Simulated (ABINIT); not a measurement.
# PbS (Galena) (Fm-3m) in ABINIT: settings compared, part 2 of 2

ABINIT 10.8.3 (patched build).

## Step 3: Band structure, LDA-Teter

The input, run.abi:

```
# Datasets: ground state, then fixed potential
ndtset 2

# Pseudopotentials
pp_dirpath "./"
pseudos "Pb.LDA_PW-JTH_sp.xml, S.LDA_PW-JTH.xml"

# Structure
acell 4.1942038726 4.1942038726 4.1942038726 Angstrom
rprim
     0.0000000000     0.7071067812     0.7071067812
     0.7071067812     0.0000000000     0.7071067812
     0.7071067812     0.7071067812     0.0000000000
ntypat 2
znucl 82 16
natom 2
typat 1 2
xred
     0.0000000000     0.0000000000     0.0000000000
     0.5000000000     0.5000000000     0.5000000000

# Plane-wave basis
ecut 20.0
pawecutdg 40.0

# Exchange and correlation
ixc 1

# Bands and occupations
occopt 3
tsmear 0.00183747

# SCF cycle
nstep 100

# Output
iomode 3
prtwf 0
prteig 0
prtebands 0
prtden1 1
prtvha1 1
prtvclmb1 1
prtpot1 1

# Dataset 1
kptopt1 1
ngkpt1 8 8 8
nshiftk1 1
shiftk1 0.0 0.0 0.0
nband1 9
tolvrs1 1.0e-9

# Dataset 2: bands along G-X-W-K-G-L-U-W-L-K
iscf2 -2
getden2 1
nband2 13
nbdbuf2 2
tolwfr2 1.0e-12
kptopt2 -9
ndivsm2 5
prteig2 1
prtvol2 -3
kptbounds2
     0.0000000000     0.0000000000     0.0000000000
     0.5000000000     0.0000000000     0.5000000000
     0.5000000000     0.2500000000     0.7500000000
     0.3750000000     0.3750000000     0.7500000000
     0.0000000000     0.0000000000     0.0000000000
     0.5000000000     0.5000000000     0.5000000000
     0.6250000000     0.2500000000     0.6250000000
     0.5000000000     0.2500000000     0.7500000000
     0.5000000000     0.5000000000     0.5000000000
     0.3750000000     0.3750000000     0.7500000000
```

Potentials or basis: JTH PAW LDA v2.0 sp.

Launch:

```bash
$ abinit run.abi > log 2>&1
```

run.abo:

```text
.Version 10.8.3 of ABINIT
 DATASET    1 : space group Fm -3 m (#225); Bravais cF (face-center cubic)
================================================================================
 Values of the parameters that define the memory need for DATASET  1.
     intxc =       0    ionmov =       0      iscf =      17    lmnmax =      13
     lnmax =       5     mgfft =      32  mpssoang =       3    mqgrid =    3001
     natom =       2  nloc_mem =       2    nspden =       1   nspinor =       1
    nsppol =       1      nsym =      48    n1xccc =       1    ntypat =       2
    occopt =       3   xclevel =       1
       mpw =        1540          nfft =       32768          nkpt =          29
 PAW method is used; the additional fine FFT grid is defined by:
   mgfftf=        48    nfftf =    110592
================================================================================
================================================================================

 DATASET    2 : space group Fm -3 m (#225); Bravais cF (face-center cubic)
================================================================================
 Values of the parameters that define the memory need for DATASET  2.
     intxc =       0    ionmov =       0      iscf =      -2    lmnmax =      13
     lnmax =       5     mgfft =      32  mpssoang =       3    mqgrid =    3001
     natom =       2  nloc_mem =       2    nspden =       1   nspinor =       1
    nsppol =       1      nsym =      48    n1xccc =       1    ntypat =       2
    occopt =       3   xclevel =       1
       mpw =        1540          nfft =       32768          nkpt =          87
 PAW method is used; the additional fine FFT grid is defined by:
   mgfftf=        48    nfftf =    110592
================================================================================
================================================================================

--------------------------------------------------------------------------------
------------- Echo of variables that govern the present computation ------------
--------------------------------------------------------------------------------
 -outvars: echo values of preprocessed input variables --------
            acell      7.9258966354E+00  7.9258966354E+00  7.9258966354E+00 Bohr
[... 870 lines left out ...]
              =  4.194203872600  4.194203872600  4.194203872600 angstroms
 Eigenvalues (hartree) for nkpt=  87  k points:
 kpt#   1, nband= 13, wtk=  1.00000, kpt=  0.0000  0.0000  0.0000 (reduced coord)
  -0.43098   -0.15815   -0.00897   -0.00897   -0.00897    0.25428    0.25428    0.25428
   0.30210    0.30210    0.30210    0.36263    0.36263
 kpt#   2, nband= 13, wtk=  1.00000, kpt=  0.0357  0.0000  0.0357 (reduced coord)
  -0.43042   -0.16005   -0.00966   -0.00966   -0.00599    0.24310    0.25237    0.25237
   0.29874    0.30618    0.30618    0.36301    0.36810
 kpt#   3, nband= 13, wtk=  1.00000, kpt=  0.0714  0.0000  0.0714 (reduced coord)
  -0.42876   -0.16521   -0.01169   -0.01169    0.00220    0.21773    0.24832    0.24832
   0.29026    0.31663    0.31663    0.36414    0.37629
 kpt#   4, nband= 13, wtk=  1.00000, kpt=  0.1071  0.0000  0.1071 (reduced coord)
  -0.42603   -0.17246   -0.01491   -0.01491    0.01355    0.18849    0.24448    0.24448
   0.27934    0.33081    0.33081    0.36599    0.38251
 kpt#   5, nband= 13, wtk=  1.00000, kpt=  0.1429  0.0000  0.1429 (reduced coord)
  -0.42229   -0.18057   -0.01912   -0.01912    0.02464    0.16170    0.24206    0.24206
   0.26778    0.34702    0.34702    0.36852    0.38833
 kpt#   6, nband= 13, wtk=  1.00000, kpt=  0.1786  0.0000  0.1786 (reduced coord)
  -0.41764   -0.18861   -0.02407   -0.02407    0.02970    0.14385    0.24145    0.24145
[... 230 lines left out ...]
  -0.37743   -0.25014   -0.06524   -0.01861    0.00952    0.13846    0.17201    0.21479
   0.33426    0.38948    0.40455    0.44164    0.44499
 kpt#  84, nband= 13, wtk=  1.00000, kpt=  0.4167  0.4167  0.6667 (reduced coord)
  -0.37564   -0.24527   -0.08082   -0.02481   -0.00103    0.15359    0.18361    0.22852
   0.32216    0.39523    0.40443    0.43841    0.44320
 kpt#  85, nband= 13, wtk=  1.00000, kpt=  0.4028  0.4028  0.6944 (reduced coord)
  -0.37402   -0.24018   -0.09395   -0.03055   -0.01025    0.16726    0.19502    0.23907
   0.30964    0.40411    0.40606    0.43475    0.44091
 kpt#  86, nband= 13, wtk=  1.00000, kpt=  0.3889  0.3889  0.7222 (reduced coord)
  -0.37282   -0.23527   -0.10373   -0.03562   -0.01818    0.17874    0.20574    0.24692
   0.29769    0.40952    0.41337    0.43135    0.43801
 kpt#  87, nband= 13, wtk=  1.00000, kpt=  0.3750  0.3750  0.7500 (reduced coord)
  -0.37229   -0.23095   -0.10935   -0.03986   -0.02486    0.18761    0.21540    0.25208
   0.28721    0.41455    0.41998    0.42986    0.43439

== END DATASET(S) ==============================================================
================================================================================

 -outvars: echo values of variables after computation  --------
            acell      7.9258966354E+00  7.9258966354E+00  7.9258966354E+00 Bohr
           etotal1    -1.4181592988E+01
            fcart1    -0.0000000000E+00 -0.0000000000E+00 -0.0000000000E+00
                      -0.0000000000E+00 -0.0000000000E+00 -0.0000000000E+00
            rprim      0.0000000000E+00  7.0710678120E-01  7.0710678120E-01
                       7.0710678120E-01  0.0000000000E+00  7.0710678120E-01
                       7.0710678120E-01  7.0710678120E-01  0.0000000000E+00
           strten1     8.2969374717E-05  8.2969374717E-05  8.2969374717E-05
                       0.0000000000E+00  0.0000000000E+00  0.0000000000E+00
           xangst      0.0000000000E+00  0.0000000000E+00  0.0000000000E+00
                       2.9657500001E+00  2.9657500001E+00  2.9657500001E+00
             xred      0.0000000000E+00  0.0000000000E+00  0.0000000000E+00
                       5.0000000000E-01  5.0000000000E-01  5.0000000000E-01
 Calculation completed.
```

Wall time 40 s (1 thread of Arm Neoverse V1, shared host); peak memory 0.11 GiB.

What came out:

| Item | Value |
| --- | --- |
| Free energy | -385.9008 eV |
| Pressure | -2.4 GPa |
| Band gap on the k mesh | 0.26 eV, direct |
| Band gap along the path | 0.26 eV, direct |
| Valence electrons inside the program's atomic spheres | Pb 2.54; S 3.48 |

Levels at the corners of the path, in eV from the valence-band top:
```
point  band 3  band 4  band 5  band 6  band 7  band 8
    Γ   -2.06   -2.06   -2.06    5.10    5.10    5.10
    X   -5.22   -3.39   -3.39    3.74    5.55    5.61
    W   -4.43   -4.43   -0.97    2.06    4.65    4.65
    K   -4.79   -2.90   -2.50    3.29    4.04    5.04
    Γ   -2.06   -2.06   -2.06    5.10    5.10    5.10
    L   -1.73   -1.73    0.00    0.26    1.87    1.87
    U   -4.79   -2.90   -2.50    3.29    4.04    5.04
    W   -4.43   -4.43   -0.97    2.06    4.65    4.65
    L   -1.73   -1.73    0.00    0.26    1.87    1.87
    K   -4.79   -2.90   -2.50    3.29    4.04    5.04
```

Caveat: spin-orbit coupling is left out, which as a rule narrows the gap of such compounds by several tenths of an eV; this set keeps more shells in the core, which shifts pressures and gaps.
